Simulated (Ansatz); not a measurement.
MoS2 — ³³S NMR of the central transition

Cell: an entry of the Crystallography Open Database (COD) whose atoms were relaxed with PBE, the cell held.

```
CELL_PARAMETERS angstrom
1.58150 0.91308 6.12333
-1.58150 0.91308 6.12333
0.00000 -1.82616 6.12333
ATOMIC_POSITIONS crystal
Mo 0.99999 0.99999 0.99999
S 0.24830 0.24830 0.24830
S 0.41841 0.41841 0.41841
```

Sites (sets of like atoms) are named by element and the number of their first atom in this list.

Computed with Ansatz: DFT, r2SCAN, plane waves and PAW, scalar-relativistic, collinear spin, 500 eV cutoff, Γ-centred 16×16×16 k-points, Fermi–Dirac smearing 0.02 eV. Start moments as typed (μB): 2 on each Mo, none on the rest.

³³S has I = 3/2 and Q = -69.40 mb (Pyykkö 2018); at 28.2 T its Larmor frequency is ν₀ = 92.3 MHz. Only the quadrupole interaction is simulated: positions count from each site's isotropic chemical shift, and shift anisotropy, dipolar and J coupling are left out.

Task: What does the ³³S spectrum (static powder) show for each site?

Result: 

```
site     first shell  C_Q (MHz)     η  P_Q (MHz)  δ_QIS (ppm)  breadth (kHz)
  S2  3 Mo at 2.40 Å       9.10  0.00       9.10         -243            117
  S3  3 Mo at 2.40 Å       8.78  0.00       8.78         -226            109
```

δ_QIS = −(ν_Q²/30ν₀²)[I(I+1) − 3/4](1 + η²/3) × 10⁶ ppm with ν_Q = 3|C_Q|/[2I(2I−1)]; it falls as 1/B₀² in ppm, and the breadth as 1/B₀ in kHz.

An axis of threefold or higher order runs through S2 and S3, so V_zz lies along it and η is zero.

The program didn't check the stability of this electronic state in full, so a lower one may lie near. Without spin–orbit coupling (the program notes it for Mo) the gradients can shift somewhat, as the gap is small. The start moments die out, and the run ends without spin.
